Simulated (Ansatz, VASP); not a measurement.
## PbS: programs and potentials compared

```
CELL_PARAMETERS angstrom
0.00000 2.96575 2.96575
2.96575 0.00000 2.96575
2.96575 2.96575 0.00000
ATOMIC_POSITIONS crystal
Pb 0.00000 0.00000 0.00000
S 0.50000 0.50000 0.50000
```

Alike in all runs: task band structure; functional LDA; k mesh 6 × 6 × 6; occupations fermi-dirac, width 0.05 eV; spin-orbit coupling, no magnetisation; with spin-orbit coupling. LDA stands for any of its common fits. Pressure is positive in compression and, in plane waves, holds the error of the finite cutoff, which Ansatz's Pulay term estimates and takes out.

| program and potentials | plane-wave cutoff (eV) | notes | pressure (GPa) |
| --- | --- | --- | --- |
| Ansatz, Ansatz PAW | 420 | potentials made for PBE, which Ansatz adapts in part | -3.30 |
| VASP, LDA PAW files Pb_d, S, 520 eV | 520 | - | -3.10 |
| Ansatz, all-electron LAPW, relativistic spinors | - | - | ? |

Q: Estimate from the other rows what the run with Ansatz, all-electron LAPW, relativistic spinors gave.

A: Pressure -3.29 GPa. The other rows, which needn't bracket it: pressure -3.30 to -3.10.
